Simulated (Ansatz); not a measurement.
Zincblende AlAs: a field-response calculation (clamped ions) in the PAW code Ansatz (r2SCAN). The cell was relaxed with r2SCAN and then strained (isotropic +4.0 % on every length), with the atoms relaxed again with r2SCAN; k points keep the names of the unstrained zone.

Input (YAML):
```yaml
crystal:
  lattice:
    - [0.0, 2.9524816232, 2.9524816232]
    - [2.9524816232, 0.0, 2.9524816232]
    - [2.9524816232, 2.9524816232, 0.0]
  atoms:
    - { symbol: Al, position: [0.0, 0.0, 0.0] }
    - { symbol: As, position: [0.25, 0.25, 0.25] }
kpoints:
  mp_grid: { grid: [6, 6, 6] }
hamiltonian:
  xc: r2scan
scf:
  occupations: { method: fixed }
dielectric: {}
```

Run as `ansatz run input.yaml --threads 2 --pin off --max-ram 20275MiB --backend cpu --events-out ev --progress --plain --runs-dir out`. Wall time 26 s on 2 threads of AMD EPYC 7R13 Processor (Zen 3), on a shared host, load about 2.9 per core; peak host memory 1.1 GiB.

Abridged output:
```
Functional definition: r2SCAN
Crystal: 2 atoms, lattice volume = 51.474 Å³
Basis set: ecut = 500 eV, 1291 PW (Γ)
Bands: 13, of which v1, the nominal top of the filled ones, is band 9 counted from 1 (8 counted from 0)
Symmetry: 24 space group operations
k-points: 46 of 216 (irreducible under 4 space group operations, time reversal used)
Free energy (F): -5406.097967 eV
Fermi energy:    4.855590 eV
--- Dielectric response (ions clamped): 3 representative field directions + reference, inside a basis on a mesh of 512 k-points ---
  ε∞ (high-frequency dielectric tensor):
        8.897641     0.000000     0.000000
        0.000000     8.897641     0.000000
        0.000000     0.000000     8.897641
  Born effective charges Z* (e; rows j = field, columns β = displacement):
    site 0:
         2.26108    0.00000    0.00000
         0.00000    2.26108    0.00000
         0.00000    0.00000    2.26108
    site 1:
        -2.26108    0.00000    0.00000
         0.00000   -2.26108    0.00000
         0.00000    0.00000   -2.26108
  ε∞ is read to err by 2.7e-2, Z* by 1.6e-2 e
```

The electronic dielectric tensor ε∞ is 8.90 in all directions. Born charges, averaged over directions: Al +2.26, As -2.26 e.

The values are computed, spin-unpolarised, and not measurements.
